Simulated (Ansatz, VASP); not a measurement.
**One calculation of Au, two programs**

```xyz
2
Lattice="1.4390 -2.6061 0.0000 1.4390 2.6061 0.0000 0.0000 0.0000 4.9891" Properties=species:S:1:pos:R:3 pbc="T T T"
Au    1.4390    0.8617    1.2473
Au    1.4390   -0.8617    3.7419
```

Change from the starting cell: volume scaled by 1.06.

Alike in both runs: task single point; functional LDA; k mesh 11 × 11 × 6; occupations fermi-dirac, width 0.05 eV; no spin polarisation.

|  | VASP | Ansatz |
| --- | --- | --- |
| version | VASP 6.6.1 | Ansatz 0.2.0 |
| potentials or method | VASP PAW LDA potentials, release 64 (Au), cutoff 520 eV | all-electron LAPW, scalar-relativistic |

VASP gave:

```
gap on the k mesh at the Fermi level (eV)       : none
pressure (GPa)                                  : -15.8
largest component of the traceless stress (GPa) : 1.40
rms of the force components (eV/Å)              : 0.003
```

Q: Which values does Ansatz return?

A: gap on the k mesh at the Fermi level (eV): none; pressure (GPa): -16.1; largest component of the traceless stress (GPa): 1.31; rms of the force components (eV/Å): 0.004.

Atom by atom the forces differ by 0.001 eV/Å (rms over components). A gap of «none» marks a metal or a gap that the smearing closes. Ansatz ran all-electron here, so the differences hold the error of VASP's frozen core and of both bases.

Caveats: so large a pressure means that the cell lies far from this level's equilibrium, or that cutoff or potentials fall short (VASP). The runs have no spin-orbit coupling, so splittings on Au are missing.
